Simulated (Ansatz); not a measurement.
**Li2Se: pressure up to the limit of the methods**

An exercise on one series of results from a longer session: the logs are not shown, and one member is left open.

Method: DFT, r2SCAN, PAW with Ansatz's default frozen-core files, scalar-relativistic, in Ansatz 0.2.0.

## The starting structure

Symmetry: Fm-3m, No. 225, cubic system. The conventional cell has a = 5.952 Å, b = 5.952 Å, c = 5.952 Å, α = 90.00°, β = 90.00°, γ = 90.00°. Around Li (site symmetry -43m) lie 4 Se at 2.58 Å. Around Se (site symmetry m-3m) lie 8 Li at 2.58 Å.

As a file:

```
CELL_PARAMETERS angstrom
0.00000 2.97604 2.97604
2.97604 0.00000 2.97604
2.97604 2.97604 0.00000
ATOMIC_POSITIONS crystal
Li 0.75000 0.75000 0.75000
Li 0.25000 0.25000 0.25000
Se 0.00000 0.00000 0.00000
```

Whether this phase is the stable one at these pressures isn't tested.

Atoms are numbered in the order of the input: Li1, Li2, Se3.

The first run:

File input.yaml:

```yaml
crystal:
  lattice:
    - [0.0, 2.9760442648, 2.9760442648]
    - [2.9760442648, 0.0, 2.9760442648]
    - [2.9760442648, 2.9760442648, 0.0]
  atoms:
    - { symbol: Li, position: [0.75, 0.75, 0.75] }
    - { symbol: Li, position: [0.25, 0.25, 0.25] }
    - { symbol: Se, position: [0.0, 0.0, 0.0] }
kpoints:
  mp_grid: { grid: [8, 8, 8] }
scf:
  occupations: { method: fermi_dirac, width: 0.03 }
hamiltonian:
  xc: r2scan
  pseudopotentials: { kind: paw }
output:
  forces: true
  stress: true
  write_density: true
  write_potential: true
  elf: true
  volumetric_format: npy
relax:
  f_tol: 0.01
  max_steps: 30
```

On the command line:

```console
$ ansatz run input.yaml --threads 1 --pin off --max-ram 3072MiB --backend cpu --events-out ev --progress --plain --runs-dir out
```

Among the steps run: Atoms relaxed at the given volume, PAW; Volume scaled by 1, PAW; Atoms relaxed at 0.85 of the volume, PAW; Volume scaled by 0.85, PAW; Atoms relaxed at 0.75 of the volume, PAW; Volume scaled by 0.75, PAW; Atoms relaxed at 0.5 of the volume, PAW; Volume scaled by 0.5, PAW.

One of the session's tables, all rows but one given; the rest of the session is left out.

```
method  volume over the first  volume (Å³/atom)  pressure (GPa)  gap (eV)
   PAW                      1            17.572            0.61      3.46
   PAW                   0.85            14.936            8.95      3.29
   PAW                   0.75                 ?               ?         ?
   PAW                    0.5             8.786           99.03      1.98
```

Estimate the missing values for PAW, 0.75.

The run gave: volume (Å³/atom): 13.179; pressure (GPa): 19.40; gap (eV): 3.09. In the column «volume (Å³/atom)» it lies between PAW, 0.5 (8.786) and PAW, 0.85 (14.936).

Caveats from the session: Warnings in the runs' records: stress scf threshold loose.
